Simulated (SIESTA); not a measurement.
Runs of SIESTA 5.4.2 on MoS2. The structure is trigonal, space group R3m (No. 160). Conventional cell: a = 3.160 Å, b = 3.160 Å, c = 18.450 Å, α = 90.00°, β = 90.00°, γ = 120.00°. Mo (site symmetry 3m) has 6 S at 2.39 Å as nearest neighbours. Around S (site symmetry 3m) lie 3 Mo at 2.39 Å. S (site symmetry 3m) has 3 Mo at 2.39 Å as nearest neighbours. Measurements of this composition are mostly on another form, of space group No. 194.

```csv
task,level,potentials or basis,U,cell,k mesh,hubbard projector method,U from the first cycle,broadening (eV),window from (eV),window to (eV),gap on the mesh (eV),pressure (GPa),V0 of scaled cells (Å³/atom),B0 (GPa),largest force (eV/Å)
single point,PBE,"PseudoDojo 0.4 standard (PBE files), DZP (energy shift 0.003 Ry; two zetas on semicore shells)",-,as given,10 × 10 × 10,-,-,-,-,-,1.01,8.3,-,-,0.96
equation of state,LDA,"PseudoDojo 0.4 standard (LDA files), DZP (energy shift 0.003 Ry; two zetas on semicore shells)",-,as given,10 × 10 × 10,-,-,-,-,-,-,-,17.80,161,-
density of states,PBEsol+U,"PseudoDojo 0.4 standard (PBEsol files), DZP (energy shift 0.003 Ry; two zetas on semicore shells)",Mo d U = 2 eV,as given,8 × 8 × 8,1,yes,0.05 eV,-10 eV,5 eV,(c),2.3,-,-,0.59
density of states,PBEsol+U,"PseudoDojo 0.4 standard (PBEsol files), DZP (energy shift 0.003 Ry; two zetas on semicore shells)",Mo d U = 4 eV,as given,8 × 8 × 8,1,yes,0.05 eV,-10 eV,5 eV,1.08,(b),-,-,0.47
density of states,PBEsol+U,"PseudoDojo 0.4 standard (PBEsol files), DZP (energy shift 0.003 Ry; two zetas on semicore shells)",Mo d U = 6 eV,as given,8 × 8 × 8,1,yes,0.05 eV,-10 eV,5 eV,1.11,(d),-,-,0.33
equation of state,PBEsol,"PseudoDojo 0.4 standard (PBEsol files), DZP (energy shift 0.003 Ry; two zetas on semicore shells)",-,as given,10 × 10 × 10,-,-,-,-,-,-,-,(a),154,-
single point,PBE,"PseudoDojo 0.4 standard (PBE files), DZP (energy shift 0.003 Ry; two zetas on semicore shells)",-,"atoms moved at random, drawn with an rms of 0.05 Å",10 × 10 × 10,-,-,-,-,-,0.95,4.8,-,-,1.26
density of states,PBEsol,"PseudoDojo 0.4 standard (PBEsol files), DZP (energy shift 0.003 Ry; two zetas on semicore shells)",-,as given,8 × 8 × 8,1,yes,0.05 eV,-10 eV,5 eV,1.04,3.4,-,-,0.71
```

Alike in all rows: no spin polarisation; smearing fermi-dirac 0.05 eV; grid cutoff 800 Ry; energy shift 0.003 Ry.

Problem. Estimate the missing entries.

Solution. (a) 18.10; (b) 1.2; (c) 1.06; (d) -0.1.

Caveats: the basis of atomic orbitals isn't converged, which shifts pressures, moduli and gaps; the cell was scaled at fixed shape and fractional positions, which overstates the stiffness of a crystal with free parameters, most of all of layers and chains (some runs).

A k mesh can miss the band edges, and the runs leave out spin-orbit coupling on Mo.
